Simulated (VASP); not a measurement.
# K (Im-3m) in VASP: equation of state

How stiff is K in PBE, and what volume does it want? The cell is scaled to several volumes.

All numbers are computed with VASP 6.6.1; they aren't measurements. Logs are shortened: lines on timing, memory, paths and dates and some standing lists are left out, and cuts for length are marked.

### 1 The crystal as given

Symmetry: Im-3m, No. 229, cubic system. The conventional cell has a = 5.395 Å, b = 5.395 Å, c = 5.395 Å, α = 90.00°, β = 90.00°, γ = 90.00°.

### 2 Equation of state, PBE, 73.81 Å³/atom (volume scaled by 0.94)

The input, INCAR:

```
  ALGO = Normal
  EDIFF = 1E-7
  ENCUT = 520
  GGA = PE
  ISIF = 2
  ISMEAR = -1
  LASPH = T
  LCHARG = F
  LREAL = F
  LWAVE = F
  NBANDS = 10
  NELM = 80
  PREC = Accurate
  SIGMA = 0.05
```

The input, KPOINTS:

```
k-points
0
Gamma
  7 7 7
```

The input, POSCAR:

```
K
1.0
   -2.6424908504      2.6424908504      2.6424908504
    2.6424908504     -2.6424908504      2.6424908504
    2.6424908504      2.6424908504     -2.6424908504
K
1
Direct
    0.0000000000      0.0000000000      0.0000000000
```

Potentials or basis: VASP PAW PBE potentials, release 64 (K_sv).

Command:

```sh
> cat potpaw_PBE.64/K_sv/POTCAR > POTCAR
> mpirun -np 1 vasp_std > vasp.out
```

OUTCAR:

```text
EDIFF = 1E-7
   ENCUT = 520
   GGA = PE
   ISIF = 2
   ISMEAR = -1
   LASPH = T
   LREAL = F
   NELM = 80
   PREC = Accurate

 ion  position               nearest neighbor table
   1  0.000  0.000  0.000-

  LATTYP: Found a body centered cubic cell.
 ALAT       =     5.2849817008

  Lattice vectors:

 A1 = (  -2.6424908504,   2.6424908504,   2.6424908504)
 A2 = (   2.6424908504,  -2.6424908504,   2.6424908504)
 A3 = (   2.6424908504,   2.6424908504,  -2.6424908504)

Analysis of symmetry for initial positions (statically):
=====================================================================
 Subroutine PRICEL returns:
 Original cell was already a primitive cell.

 Routine SETGRP: Setting up the symmetry group for a
 body centered cubic supercell.

 Subroutine GETGRP returns: Found 48 space group operations
 (whereof 48 operations were pure point group operations)
 out of a pool of 48 trial point group operations.

The static configuration has the point symmetry O_h .

Analysis of symmetry for dynamics (positions and initial velocities):
=====================================================================
 Subroutine PRICEL returns:
 Original cell was already a primitive cell.

 Routine SETGRP: Setting up the symmetry group for a
 body centered cubic supercell.

 Subroutine GETGRP returns: Found 48 space group operations
 (whereof 48 operations were pure point group operations)
 out of a pool of 48 trial point group operations.

The dynamic configuration has the point symmetry O_h .

 Subroutine INISYM returns: Found 48 space group operations
 (whereof 48 operations are pure point group operations),
 and found     1 'primitive' translations

----------------------------------------------------------------------------------------

                                     Primitive cell

  volume of cell :      73.8075

  direct lattice vectors                    reciprocal lattice vectors
    -2.642490850  2.642490850  2.642490850     0.000000000  0.189215414  0.189215414
     2.642490850 -2.642490850  2.642490850     0.189215414  0.000000000  0.189215414
     2.642490850  2.642490850 -2.642490850     0.189215414  0.189215414  0.000000000

  length of vectors
     4.576928411  4.576928411  4.576928411     0.267591005  0.267591005  0.267591005

  position of ions in fractional coordinates (direct lattice)
     0.000000000  0.000000000  0.000000000

  ion indices of the primitive-cell ions
   primitive index   ion index
                 1           1

----------------------------------------------------------------------------------------

 KPOINTS: k-points

Automatic generation of k-mesh.
 Grid dimensions read from file:
 generate k-points for:    7    7    7

 Generating k-lattice:

  Cartesian coordinates                     Fractional coordinates (reciprocal lattice)
     0.000000000  0.027030773  0.027030773     0.142857143  0.000000000  0.000000000
     0.027030773  0.000000000  0.027030773     0.000000000  0.142857143  0.000000000
     0.027030773  0.027030773  0.000000000     0.000000000  0.000000000  0.142857143

  Length of vectors
     0.038227286  0.038227286  0.038227286

  Shift w.r.t. Gamma in fractional coordinates (k-lattice)
     0.000000000  0.000000000  0.000000000

 Subroutine IBZKPT returns following result:
 ===========================================

 Found     20 irreducible k-points:

 Following reciprocal coordinates:
            Coordinates               Weight
  0.000000  0.000000  0.000000      1.000000
  0.142857  0.000000  0.000000     12.000000
  0.285714  0.000000  0.000000     12.000000
  0.428571  0.000000  0.000000     12.000000
  0.142857  0.142857  0.000000     24.000000
  0.285714  0.142857  0.000000     48.000000
[... 12 lines left out ...]
 -0.428571 -0.428571  0.285714      8.000000
 -0.428571  0.428571  0.428571      6.000000
   k-points           NKPTS =     20   k-points in BZ     NKDIM =     20   number of bands    NBANDS=     10
   number of dos      NEDOS =    301   number of ions     NIONS =      1
   total plane-waves  NPLWV =  46656
   dimension x,y,z NGX =    36 NGY =   36 NGZ =   36
   dimension x,y,z NGXF=    72 NGYF=   72 NGZF=   72
   ions per type =               1
   NGX,Y,Z   is equivalent  to a cutoff of  13.08, 13.08, 13.08 a.u.
   NGXF,Y,Z  is equivalent  to a cutoff of  26.15, 26.15, 26.15 a.u.
 SYSTEM =  unknown system
   PREC   = accura    normal or accurate (medium, high low for compatibility)
   ISTART =      0    job   : 0-new  1-cont  2-samecut
   ICHARG =      2    charge: 1-file 2-atom 10-const
   ISPIN  =      1    spin polarized calculation?
   LNONCOLLINEAR =      F non collinear calculations
   LSORBIT =      F    spin-orbit coupling
   LASPH  =      T    aspherical Exc in radial PAW
   ENCUT  =  520.0 eV  38.22 Ry    6.18 a.u.   8.51  8.51  8.51*2*pi/ulx,y,z
   NELM   =     80;   NELMIN=  2; NELMDL= -5     # of ELM steps
   EDIFF  = 0.1E-06   stopping-criterion for ELM
   LREAL  =      F    real-space projection
   EDIFFG = 0.1E-05   stopping-criterion for IOM
   NSW    =      0    number of steps for IOM
   IBRION =     -1    ionic relax: 0-MD 1-quasi-New 2-CG
   NFREE  =      0    steps in history (QN), initial steepest desc. (CG)
   ISIF   =      2    stress and relaxation
   ISYM   =      2    0-nonsym 1-usesym 2-fastsym
   POTIM  = 0.5000    time-step for ionic-motion
   TEBEG  =    0.0;   TEEND  =   0.0 temperature during run
   PSTRESS=    0.0 pullay stress
   NELECT =       9.0000    total number of electrons
   NUPDOWN=      -1.0000    fix difference up-down
   EMIN   =  10.00;   EMAX   =-10.00  energy-range for DOS
   EFERMI =   0.00;   METHOD = LEGACY
   ISMEAR =    -1;   SIGMA  =   0.05  broadening in eV -4-tet -1-fermi 0-gaus
   EFERMI_NEDOS =   21; number of points for ismear=-14 and -15
   IALGO  =     38    algorithm
   IMIX   =      4    mixing-type and parameters
     AMIX     =   0.40;   BMIX     =  1.00
     AMIX_MAG =   1.60;   BMIX_MAG =  1.00
  volume/ion in A,a.u.               =      73.81       498.08
  Fermi-wavevector in a.u.,A,eV,Ry     =   0.811812  1.534102  8.966768  0.659039
  Thomas-Fermi vector in A             =   1.921240
   LORBIT       =      0    0 simple, 1 ext, 2 COOP (PROOUT), +10 PAW based schemes
   GGA     = PE    functional components
   LHFCALC =     F    Hartree Fock is set to
   AEXX    =    0.0000 exact exchange contribution
   IVDW    =     0    specifies the selected vdW correction
   LEPSILON=     F    determine dielectric tensor
   LRPA    =     F    only Hartree local field effects (RPA)
 non-spin polarized calculation
  energy-cutoff  :      520.00
  volume of cell :       73.81
 maximum number of plane-waves:      2002
 NGX is ok and might be reduce to    36
   NGX = 17   NGY = 17   NGZ = 17

 number of electron       9.0000001 magnetization

 Free energy of the ion-electron system (eV)
  ---------------------------------------------------
  ext. energy  EPLUGINS =         0.00000000
  ---------------------------------------------------
  free energy    TOTEN  =        -1.05233185 eV

  energy without entropy =       -1.04535624  energy(sigma->0) =       -1.04884405

 E-fermi :  -0.1361     XC(G=0):  -5.6428

 val. band max:       -0.2030605699   @ k =  -0.2857   0.4286   0.1429
 cond. band min:      -0.0027130705   @ k =  -0.4286   0.4286   0.1429
 fundamental gap:      0.2003474994
 Fermi energy:        -0.1361267748

 k-point     1 :       0.0000    0.0000    0.0000
  band No.  band energies     occupation
      1     -32.2616      2.00000
      2     -15.7114      2.00000
      3     -15.7114      2.00000
      4     -15.7114      2.00000
      5      -2.2788      2.00000
      6       4.1636      0.00000
      7       4.1636      0.00000
      8       4.1636      0.00000
      9       5.0700      0.00000
     10       5.0700      0.00000

 k-point     2 :       0.1429    0.0000    0.0000
  band No.  band energies     occupation
      1     -32.2608      2.00000
      2     -15.7242      2.00000
      3     -15.7157      2.00000
      4     -15.7114      2.00000
      5      -2.0274      2.00000
      6       3.7100      0.00000
      7       3.8688      0.00000
      8       4.3636      0.00000
      9       4.8266      0.00000
     10       5.0188      0.00000

 k-point     3 :       0.2857    0.0000    0.0000
  band No.  band energies     occupation
      1     -32.2591      2.00000
      2     -15.7524      2.00000
      3     -15.7252      2.00000
      4     -15.7114      2.00000
      5      -1.3058      2.00000
      6       2.4748      0.00000
      7       3.3788      0.00000
      8       4.9134      0.00000
      9       4.9464      0.00000
     10       5.0541      0.00000

 k-point     4 :       0.4286    0.0000    0.0000
  band No.  band energies     occupation
      1     -32.2578      2.00000
      2     -15.7748      2.00000
      3     -15.7329      2.00000
      4     -15.7113      2.00000
      5      -0.2145      1.65478
      6       1.1233      0.00000
      7       3.0766      0.00000
      8       4.7842      0.00000
      9       5.3801      0.00000
     10       5.8593      0.00000

 k-point     5 :       0.1429    0.1429    0.0000
  band No.  band energies     occupation
      1     -32.2596      2.00000
      2     -15.7435      2.00000
      3     -15.7207      2.00000
      4     -15.7144      2.00000
      5      -1.5403      2.00000
      6       3.0112      0.00000
      7       3.3111      0.00000
      8       4.6794      0.00000
      9       4.6848      0.00000
     10       5.3036      0.00000

 k-point     6 :       0.2857    0.1429    0.0000
  band No.  band energies     occupation
      1     -32.2581      2.00000
      2     -15.7648      2.00000
      3     -15.7321      2.00000
      4     -15.7155      2.00000
      5      -0.6283      1.99989
      6       1.8753      0.00000
      7       2.8320      0.00000
      8       4.6565      0.00000
      9       5.0829      0.00000
     10       5.5236      0.00000
[... 131 lines left out ...]
 k-point    17 :      -0.2857    0.2857    0.2857
  band No.  band energies     occupation
      1     -32.2570      2.00000
      2     -15.7507      2.00000
      3     -15.7402      2.00000
      4     -15.7402      2.00000
      5      -0.4143      1.99237
      6       2.4285      0.00000
      7       3.3283      0.00000
      8       3.3283      0.00000
      9       4.4567      0.00000
     10       5.2461      0.00000

 k-point    18 :      -0.4286    0.4286    0.2857
  band No.  band energies     occupation
      1     -32.2558      2.00000
      2     -15.7643      2.00000
      3     -15.7485      2.00000
      4     -15.7414      2.00000
      5       0.5562      0.00000
      6       1.6271      0.00000
      7       3.0459      0.00000
      8       3.2425      0.00000
      9       4.2730      0.00000
     10       5.8710      0.00000

 k-point    19 :      -0.4286   -0.4286    0.2857
  band No.  band energies     occupation
      1     -32.2552      2.00000
      2     -15.7604      2.00000
      3     -15.7604      2.00000
      4     -15.7436      2.00000
      5       1.3190      0.00000
      6       1.3190      0.00000
      7       2.3773      0.00000
      8       3.8845      0.00000
      9       3.8845      0.00000
     10       5.7038      0.00000

 k-point    20 :      -0.4286    0.4286    0.4286
  band No.  band energies     occupation
      1     -32.2547      2.00000
      2     -15.7592      2.00000
      3     -15.7571      2.00000
      4     -15.7571      2.00000
      5       1.2348      0.00000
      6       1.6464      0.00000
      7       3.3177      0.00000
      8       3.3177      0.00000
      9       3.3327      0.00000
     10       5.9044      0.00000

------------------------ aborting loop because EDIFF is reached ----------------------------------------

  FORCE on cell =-STRESS in cart. coord.  units (eV):
  Direction    XX          YY          ZZ          XY          YZ          ZX
  --------------------------------------------------------------------------------------
  -------------------------------------------------------------------------------------
  Total       -0.0084237     -0.0084237     -0.0084237      0.0000000      0.0000000     -0.0000000
  in kB       -0.1828577     -0.1828577     -0.1828577      0.0000000      0.0000000     -0.0000000
  external PRESSURE =      -0.1828577 kB  Pullay stress =       0.0000000 kB

 VOLUME and BASIS-vectors are now :
 -----------------------------------------------------------------------------
  energy-cutoff  :      520.00
  volume of cell :       73.81
      direct lattice vectors                 reciprocal lattice vectors
    -2.642490850  2.642490850  2.642490850     0.000000000  0.189215414  0.189215414
     2.642490850 -2.642490850  2.642490850     0.189215414  0.000000000  0.189215414
     2.642490850  2.642490850 -2.642490850     0.189215414  0.189215414  0.000000000

 POSITION                                       TOTAL-FORCE (eV/Angst)
 -----------------------------------------------------------------------------------
      0.00000      0.00000      0.00000        -0.000000      0.000000      0.000000
 -----------------------------------------------------------------------------------
    total drift:                               -0.000000      0.000000      0.000000

  FREE ENERGIE OF THE ION-ELECTRON SYSTEM (eV)
  ---------------------------------------------------
  free  energy   TOTEN  =        -1.0523318470 eV

  energy  without entropy=       -1.0453562448  energy(sigma->0) =       -1.04884405
```

Wall time 13 s (1 thread of Intel Xeon Platinum 8488C (Sapphire Rapids), shared host); peak memory 0.19 GiB.

Results:

| Property | Result |
| --- | --- |
| Free energy | -1.0523 eV |
| Pressure | 0.0 GPa |
| Band gap on the k mesh | none (metal or under the smearing width) |

### 3 Equation of state, PBE, 75.38 Å³/atom (volume scaled by 0.96)

The input, INCAR:

```
ALGO = Normal ; EDIFF = 1E-7
ENCUT = 520 ; GGA = PE
ISIF = 2 ; ISMEAR = -1
LASPH = True ; LCHARG = False
LREAL = False ; LWAVE = False
NBANDS = 10 ; NELM = 100
PREC = Accurate ; SIGMA = 0.05
```

KPOINTS is that of step 2.

The input, POSCAR:

```
K
1.0
   -2.6611005540      2.6611005540      2.6611005540
    2.6611005540     -2.6611005540      2.6611005540
    2.6611005540      2.6611005540     -2.6611005540
K
1
Direct
    0.0000000000      0.0000000000      0.0000000000
```

Potentials or basis: VASP PAW PBE potentials, release 64 (K_sv).

Command:

```sh
> cat potpaw_PBE.64/K_sv/POTCAR > POTCAR
> mpirun -np 1 vasp_std > vasp.out
```

It took 12 s on 1 thread of Intel Xeon Platinum 8488C (Sapphire Rapids), shared host; peak memory 0.19 GiB.

Results (log left out):

| Item | Value |
| --- | --- |
| Free energy | -1.0519 eV |
| Pressure | -0.1 GPa |
| Band gap on the k mesh | none (metal or under the smearing width) |

### 4 Equation of state, PBE, 76.95 Å³/atom (volume scaled by 0.98)

The input, INCAR:

```
SYSTEM = K
  PREC = Accurate
  ENCUT = 520
  EDIFF = 1E-7
  ISMEAR = -1
  SIGMA = 0.05
  LREAL = .False.
  LASPH = .True.
  NELM = 60
  ALGO = Normal
  ISIF = 2
  LWAVE = .False.
  LCHARG = .False.
  GGA = PE
  NBANDS = 10
```

The input, KPOINTS:

```
regular mesh
0
Gamma
  7 7 7
  0 0 0
```

The input, POSCAR:

```
K
1.0
   -2.6794535516      2.6794535516      2.6794535516
    2.6794535516     -2.6794535516      2.6794535516
    2.6794535516      2.6794535516     -2.6794535516
K
1
Direct
    0.0000000000      0.0000000000      0.0000000000
```

Command:

```sh
> cat potpaw_PBE.64/K_sv/POTCAR > POTCAR
> mpirun -np 1 vasp_std > vasp.out
```

It took 13 s on 1 thread of Intel Xeon Platinum 8488C (Sapphire Rapids), shared host; peak memory 0.19 GiB.

The run converged. Its results:

* Free energy: -1.0509 eV
* Pressure: -0.2 GPa
* Band gap on the k mesh: none (metal or under the smearing width)

### 5 Equation of state, PBE, 80.09 Å³/atom (volume scaled by 1.02)

The input, INCAR:

```
SYSTEM = K
ALGO     = Normal         ! electronic algorithm
EDIFF    = 1E-7           ! SCF threshold, eV
ENCUT    = 520            ! plane-wave cutoff, eV
GGA      = PE             ! functional
ISIF     = 2              ! what is computed and relaxed
ISMEAR   = -1             ! smearing method
LASPH    = .True.         ! aspherical terms in the spheres
LCHARG   = .False.        ! write CHGCAR
LREAL    = .False.        ! projectors in reciprocal space
LWAVE    = .False.        ! write WAVECAR
NBANDS   = 10             ! bands
NELM     = 80             ! most SCF steps
PREC     = Accurate       ! precision mode
SIGMA    = 0.05           ! smearing width, eV
```

The input, KPOINTS:

```
k-points
0
Gamma
  7 7 7
  0 0 0
```

The input, POSCAR:

```
K
1.0
   -2.7154236633      2.7154236633      2.7154236633
    2.7154236633     -2.7154236633      2.7154236633
    2.7154236633      2.7154236633     -2.7154236633
K
1
Direct
    0.0000000000      0.0000000000      0.0000000000
```

Command:

```sh
> cat potpaw_PBE.64/K_sv/POTCAR > POTCAR
> mpirun -np 1 vasp_std > vasp.out
```

Run time: 13 s. Hardware: 1 thread of Intel Xeon Platinum 8488C (Sapphire Rapids), shared host; peak memory 0.19 GiB.

The run converged. Its results:

```yaml
Free_energy: -1.0470 eV
Pressure: -0.3 GPa
Band_gap_on_the_k_mesh: none (metal or under the smearing width)
```

### 6 Equation of state, PBE, 81.66 Å³/atom (volume scaled by 1.04)

The input, INCAR:

```
SYSTEM = K
  PREC = Accurate
  ENCUT = 520
  EDIFF = 1E-7
  ISMEAR = -1
  SIGMA = 0.05
  LREAL = .False.
  LASPH = .True.
  NELM = 100
  ALGO = Normal
  ISIF = 2
  LWAVE = .False.
  LCHARG = .False.
  GGA = PE
  NBANDS = 10
```

The input, KPOINTS:

```
regular mesh
0
Gamma
  7 7 7
  0 0 0
```

The input, POSCAR:

```
K
1.0
   -2.7330567785      2.7330567785      2.7330567785
    2.7330567785     -2.7330567785      2.7330567785
    2.7330567785      2.7330567785     -2.7330567785
K
1
Direct
    0.0000000000      0.0000000000      0.0000000000
```

Potentials or basis: VASP PAW PBE potentials, release 64 (K_sv).

Command:

```sh
> cat potpaw_PBE.64/K_sv/POTCAR > POTCAR
> mpirun -np 1 vasp_std > vasp.out
```

It took 13 s on 1 thread of Intel Xeon Platinum 8488C (Sapphire Rapids), shared host; peak memory 0.19 GiB.

Results (log left out):

| Property | Result |
| --- | --- |
| Free energy | -1.0442 eV |
| Pressure | -0.3 GPa |
| Band gap on the k mesh | none (metal or under the smearing width) |

### 7 Equation of state, PBE, 83.23 Å³/atom (volume scaled by 1.06)

The input, INCAR:

```
PREC = Accurate
ENCUT = 520
EDIFF = 1E-7
ISMEAR = -1
SIGMA = 0.05
LREAL = False
LASPH = True
NELM = 60
ALGO = Normal
ISIF = 2
LWAVE = False
LCHARG = False
GGA = PE
NBANDS = 10
```

The input, KPOINTS:

```
regular mesh
0
Gamma
  7 7 7
```

The input, POSCAR:

```
K
1.0
   -2.7504652529      2.7504652529      2.7504652529
    2.7504652529     -2.7504652529      2.7504652529
    2.7504652529      2.7504652529     -2.7504652529
K
1
Direct
    0.0000000000      0.0000000000      0.0000000000
```

Command:

```sh
> cat potpaw_PBE.64/K_sv/POTCAR > POTCAR
> mpirun -np 1 vasp_std > vasp.out
```

Run time: 12 s. Hardware: 1 thread of Intel Xeon Platinum 8488C (Sapphire Rapids), shared host; peak memory 0.19 GiB.

Results (log left out):

- Free energy: -1.0411 eV
- Pressure: -0.4 GPa
- Band gap on the k mesh: none (metal or under the smearing width)

### 8 Equation of state, PBE

This step only gathers the single runs of the series.

What came out:

```yaml
Equilibrium_volume: "73.71 Å³/atom (rough: see the caveat)"
Bulk_modulus: 3.6 GPa (rough)
```

Energy against volume, from the lowest point:
| volume (Å³/atom) | energy (meV/atom) |
| --- | --- |
| 73.807 | 0.00 |
| 75.378 | 0.40 |
| 76.948 | 1.48 |
| 78.519 | 3.16 |
| 80.089 | 5.38 |
| 81.659 | 8.10 |
| 83.230 | 11.27 |

Caveat: the minimum lies outside the volumes run.
